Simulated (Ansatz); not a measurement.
# Si2Mo: the cost of one run

Method: DFT PBE, scalar-relativistic, plane waves, PAW, in Ansatz 0.2.0.

2 further runs of the same task are left out: 1 that didn't finish, 1 set aside as unsound or not needed.

## (1) The structure to begin with

It takes space group I4/mmm (No. 139, tetragonal). The conventional cell has a = 3.217 Å, b = 3.217 Å, c = 7.873 Å, α = 90.00°, β = 90.00°, γ = 90.00°. Si (site symmetry 4mm) is surrounded by 5 Si at 2.60 to 2.64 Å and 5 Mo at 2.62 to 2.64 Å. Mo (site symmetry 4/mmm) is surrounded by 10 Si at 2.62 to 2.64 Å.

Coordinates:

```
Si Mo
1.0
    -1.60842    1.60842    3.93651
     1.60842   -1.60842    3.93651
     1.60842    1.60842   -3.93651
Si Mo
2 1
Cartesian
  0.0000 0.0000 2.6382
  0.0000 0.0000 5.2348
  0.0000 0.0000 0.0000
```

This cell was relaxed beforehand with the same method: volume 13.58 Å³/atom, gap on the mesh none (metal).

## (2) Zero of energy

The reference gives a free energy of -6229.1268 eV, pressure 0.01 GPa, largest force 0.002 eV/Å and gap on the mesh none (metal). It was computed beforehand with the settings of the runs below.

## (3) The scan: an energy map of one atom

Atom 3 (Mo) is moved by p along (0.707, 0.707, 0.000) and q along (0.000, 0.000, 1.000) (Å), all else fixed; its images in the other cells move with it. Points alike by symmetry are run once.

## (4) p = -0.300, q = -0.300

Input file input.yaml:

```yaml
crystal:
  lattice:
    - [-1.608423697, 1.608423697, 3.9365099589]
    - [1.608423697, -1.608423697, 3.9365099589]
    - [1.608423697, 1.608423697, -3.9365099589]
  atoms:
    - { symbol: Si, position: [0.3350991346, 0.3350991346, 0.0] }
    - { symbol: Si, position: [0.6649008654, 0.6649008654, 0.0] }
    - { symbol: Mo, position: [-0.1040488968, -0.1040488968, -0.1318881553] }
basis:
  ecutwfc: 420
kpoints:
  mp_grid: { grid: [20, 20, 20] }
hamiltonian:
  xc: pbe
scf:
  occupations: { method: gaussian, width: 0.15 }
output:
  forces: true
  stress: true
  eigenvalues: true
```

The run is started by

```sh
> ansatz run input.yaml --threads 2 --pin off --max-ram 5120MiB --backend cpu --events-out ev --progress --plain --runs-dir out
```

Q: Estimate wall time and peak memory on 2 threads of Arm Neoverse V1, shared host.

About 62 s, with a peak of 1.6 GiB.
